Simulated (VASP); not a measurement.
A run of VASP 6.6.1 is set up as follows.

INCAR

```
PREC = Accurate ; ENCUT = 520
EDIFF = 1E-6 ; ISMEAR = 0
SIGMA = 0.1 ; LREAL = False
LASPH = True ; NELM = 100
ALGO = Fast ; ISIF = 2
LWAVE = False ; LCHARG = True
GGA = PE ; IVDW = 12
LELF = True ; LVHAR = True
NBANDS = 18
```

Contents of KPOINTS:

```
regular mesh
0
Gamma
  15 15 8
```

File POSCAR:

```
PtSe2
1.0
    3.7240000000      0.0000000000      0.0000000000
   -1.8620000000      3.2250786037      0.0000000000
    0.0000000000      0.0000000000      5.0620000000
Pt Se
1 2
Direct
    0.0000000000      0.0000000000      0.0000000000
    0.3333333333      0.6666666667      0.2597123440
    0.6666666667      0.3333333333      0.7402876560
```

Potentials or basis: VASP PAW PBE potentials, release 64 (Pt, Se).

Run with:

```bash
$ cat potpaw_PBE.64/Pt/POTCAR potpaw_PBE.64/Se/POTCAR > POTCAR
$ mpirun -np 1 vasp_std > vasp.out
```

**Question.** Predict the pressure.

**Answer.** 0.4 GPa.

**Question.** Estimate the largest force.

**Answer.** 0.005 eV/Å.

**Question.** What does it give for the dispersion energy per atom?

**Answer.** -0.478 eV.

**Question.** What does it give for the band gap on the k mesh?

**Answer.** None (metal or under the smearing width).

Forces in eV/Å, atoms in the order of the input:
```
Pt   0.000  0.000  0.000
Se   0.000  0.000  0.005
Se   0.000  0.000 -0.005
```

Caveat: pairwise dispersion overbinds metals, which lowers pressure and volume. The run has no spin-orbit coupling, so splittings on Pt are missing.
